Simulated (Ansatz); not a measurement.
Runs of Ansatz 0.2.0 on MnS. Symmetry: Fm-3m, No. 225, cubic system. The conventional cell has a = 5.209 Å, b = 5.209 Å, c = 5.209 Å, α = 90.00°, β = 90.00°, γ = 90.00°. Mn (site symmetry m-3m) has 6 S at 2.60 Å as nearest neighbours. S (site symmetry m-3m) has 6 Mn at 2.60 Å as nearest neighbours. 

```csv
task,level,potentials or basis,cell,k mesh,cutoff (eV),basis error allowed,pressure (GPa),moment (μB)
band structure,PBEsol,"all-electron LAPW, scalar-relativistic",as given,9 × 9 × 9,217,0.001 eV/atom,-7.3,4.69
band structure,PBEsol,all-electron PAW datasets made for the crystal,as given,9 × 9 × 9,240,-,-7.3,4.69
band structure,PBEsol,"all-electron LAPW, inner shells corrected to Dirac's equation",as given,9 × 9 × 9,217,0.001 eV/atom,-7.3,4.69
relaxation of cell and atoms,PBEsol+D4,"all-electron LAPW, scalar-relativistic",relaxed,9 × 9 × 9,-,0.001 eV/atom,0.0,3.94
elastic constants,PBEsol,"all-electron LAPW, scalar-relativistic",as given,7 × 7 × 7,231,0.001 eV/atom,-7.5,(a)
```

Alike in all rows: spin collinear, ferromagnetic start; smearing fermi-dirac 0.05 eV.

**Question.** Estimate the missing entries.

**Answer.** (a) 4.67.

Caveats: a cell with one magnetic atom can't hold antiferromagnetic order, which such compounds often take; the k mesh is thin for a metal, which can move the energy by tens of meV per atom (some runs); a metal's response needs a denser mesh (some runs); the cell is more than 3 GPa from zero pressure, which shifts response properties (some runs).

The runs don't all hold the same shells in valence.

Runs at the PBE level aren't shown here.
